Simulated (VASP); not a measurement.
Here is a VASP 6.6.1 calculation.

INCAR

```
PREC = Accurate
ENCUT = 600
EDIFF = 1E-6
ISMEAR = 0
SIGMA = 0.03
LREAL = False
LASPH = True
NELM = 80
ALGO = Normal
ISIF = 3
LWAVE = False
LCHARG = False
GGA = PE
IBRION = 2
NSW = 90
EDIFFG = -0.01
KPAR = 2
```

File KPOINTS:

```
Automatic mesh
0
Gamma
  10 10 10
```

File POSCAR:

```
Mg2Sn
1.0
    0.0000000000      3.3695000000      3.3695000000
    3.3695000000      0.0000000000      3.3695000000
    3.3695000000      3.3695000000      0.0000000000
Mg Sn
2 1
Direct
    0.2500000000      0.2500000000      0.2500000000
    0.7500000000      0.7500000000      0.7500000000
    0.0000000000      0.0000000000      0.0000000000
```

Potentials or basis: VASP PAW PBE potentials, release 64 (Mg, Sn_d).

Launch:

```bash
$ cat potpaw_PBE.64/Mg/POTCAR potpaw_PBE.64/Sn_d/POTCAR > POTCAR
$ mpirun -np 2 vasp_std > vasp.out
```

(1) Predict the space group after relaxing (to 0.05 Å).

(2) Predict the relaxed cell.

Results:

(1) Fm-3m (No. 225).

(2) a = 4.816 Å, b = 4.816 Å, c = 4.816 Å, α = 60.00°, β = 60.00°, γ = 60.00°.
